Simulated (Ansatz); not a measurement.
This Ansatz input for AlN was spoiled on purpose:

```yaml
crystal:
  lattice:
    - [3.130230491908, -2.886762633685e-11, 0.0]
    - [-1.565115245929, 2.710859125707, 0.0]
    - [0.0, 0.0, 5.0180689062]
  atoms:
    - { symbol: Al, position: [0.3333333333333, 0.6666666666667, 0.0017302439] }
    - { symbol: Al, position: [0.6666666666667, 0.3333333333333, 0.5017302439] }
    - { symbol: "N", position: [0.3333333333333, 0.6666666666667, 0.3832697561] }
    - { symbol: "N", position: [0.6666666666667, 0.3333333333333, 0.8832697561] }
basis:
  ecutwfc: 420
  ecutrho_ratio: 0
kpoints:
  mp_grid: { grid: [12, 12, 8] }
hamiltonian:
  xc: pbe
scf:
  occupations: { method: gaussian, width: 0.05 }
  max_iter: 80
output:
  forces: true
  stress: true
```

Launched as:
```sh
ansatz run input.yaml --threads 4 --pin off --max-ram 7168MiB --backend cpu --events-out ev --progress --plain --runs-dir out
```

Question: What is wrong with it?

Answer: A density cutoff under the waves'. Against the sound input: basis.ecutrho_ratio: 4 → 0 (the cap on iterations is only a precaution).

What the program printed:

```
Error: invalid value for `basis.ecutrho_ratio`: must be in [1, 1024]; got 0
```

The input was refused before any iteration. It ran for 0.04 s on 4 threads of Arm Neoverse V2, with other jobs on the host, peak memory 0.066 GiB. The run before the change (PBE, 420 eV, 12×12×8 mesh) gave:

```tsv
run	P (GPa)	gap on the mesh (eV)	cell moment (μB)	largest force component (eV/Å)
sound	0.0	4.03	–	0.000
```

The chain of runs began from a cell as deposited in COD, expanded in volume.

Of that run: Semilocal functionals underestimate band gaps, commonly by a third or more.
